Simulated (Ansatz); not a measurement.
Isolated molecules relaxed with PBE0-D4/def2-TZVP in Ansatz; ΔE leaves out vibrations. CCSD(T)/CBS adds triple-zeta CCSD(T) − MP2 to the extrapolated MP2 energy (def2 sets, frozen cores). This one scheme is used for every species. Functionals use def2-TZVPP. B3LYP here is the variant with VWN-RPA as its local correlation; programs differ in this. One conformer a species, not always the lowest.

Reaction (ligand exchange at a B–N bond): `C=NBC` + `CC(=O)O` → `CBOC(C)=O` + `C=N`

`C=NBC`:

Cartesian coordinates in Å:
```
C -0.038 1.582 1.370
N -0.299 0.591 0.672
B -0.586 -0.495 -0.093
C 0.429 -1.067 -1.150
H -0.285 2.597 1.042
H 0.448 1.484 2.346
H -1.664 -0.997 0.085
H 0.659 -2.112 -0.920
H 1.366 -0.511 -1.206
H -0.030 -1.072 -2.144
```

`CC(=O)O`:

Z-matrix (Å, degrees):
```
C
C 1 1.495
H 1 1.092 2 109.8
H 1 1.092 2 109.8 3 117.7
H 1 1.087 2 109.6 3 -121.2
O 2 1.200 1 126.0 3 121.1
O 2 1.346 1 111.6 3 -58.9
H 7 0.968 2 106.4 1 180.0
```

`CBOC(C)=O`:

```xyz
13

C     1.899    1.574   -0.016
B     1.215    0.179   -0.020
O    -0.156    0.125   -0.129
C    -0.834   -1.049   -0.318
C    -2.222   -0.962    0.228
O    -0.361   -1.987   -0.883
H     1.203    2.412   -0.081
H     2.523    1.693    0.876
H     2.596    1.632   -0.861
H     1.819   -0.846    0.099
H    -2.756   -1.889    0.037
H    -2.743   -0.121   -0.234
H    -2.183   -0.762    1.301
```

`C=N`:

Z-matrix (Å, degrees):
```
C
N 1 1.261
H 1 1.096 2 124.9
H 1 1.092 2 118.8 3 -180.0
H 2 1.021 1 111.0 3 -0.0
```

| level | ΔE (kJ/mol) |
| --- | --- |
| B3LYP-D4 | 7.8 |
| CAM-B3LYP | 4.1 |

What does CCSD(T)/CBS give? (Estimate.)

Ansatz gave: -4.4 kJ/mol. The listed levels differ from it by 12.2, 8.5 kJ/mol.

What do rigid-rotor, harmonic-oscillator terms from PBE0-D4/def2-TZVP frequencies (298.15 K, 1 bar) make of the CCSD(T)/CBS value? (An estimate is asked.)

The calculation gave: ΔZPE = -2.4 kJ/mol, ΔH = -5.2 kJ/mol, ΔS = 0 J/(mol·K), ΔG = -5.1 kJ/mol.

Largest T1 diagnostic among the species: 0.015.

From PBE to PBE0 (25 % exact exchange), in def2-TZVPP and without D4, ΔE moves by −9.4 kJ/mol. In def2-TZVPP, CCSD(T) changes the Hartree–Fock value by +13.7 kJ/mol (the triples alone add +2.2 kJ/mol) and MP2 by +17.8 kJ/mol.

CCSD(T)/CBS has its own doubt, a few kJ/mol and more with outer-core shells, so smaller differences from it don't rank the levels.
